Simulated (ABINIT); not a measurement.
Runs of ABINIT 10.8.3 (patched build) on BN. It takes space group P6_3/mmc (No. 194, hexagonal). The conventional cell has a = 2.498 Å, b = 2.498 Å, c = 6.636 Å, α = 90.00°, β = 90.00°, γ = 120.00°. N (site symmetry -6m2) is surrounded by 3 B at 1.44 Å. Around B (site symmetry -6m2) lie 3 N at 1.44 Å. 

```tsv
task	level	potentials or basis	k mesh	cutoff (eV)	fine-grid cutoff	gap on the mesh (eV)	pressure (GPa)
single point	LDA	JTH PAW LDA v2.0	10 × 10 × 3	680	1278.94 eV	(b)	-
band structure	BP86	JTH PAW PBE v2.0	12 × 12 × 4	707	1306.15 eV	(c)	5.8
band structure	RPBE	JTH PAW PBE v2.0	12 × 12 × 4	707	1306.15 eV	(a)	9.3
band structure	LDA	JTH PAW LDA v2.0	12 × 12 × 4	680	1278.94 eV	4.09	-
band structure	revPBE	JTH PAW PBE v2.0	12 × 12 × 4	707	1306.15 eV	4.36	8.4
```

Alike in all rows: no spin polarisation; cell as given; smearing fermi-dirac 0.05 eV.

Problem. Fill in the values left out.

Solution. (a) 4.39; (b) 4.04; (c) 4.29.

Caveats: the atomic spheres overlap; the PAW data sets were made with another functional, which shifts forces and pressure a little (some runs); this functional lacks dispersion, which binds the layers, so the pressure and a relaxed spacing across them are unreliable (some runs); an odd mesh through Γ misses points on the zone boundary, where band edges often lie (some runs).
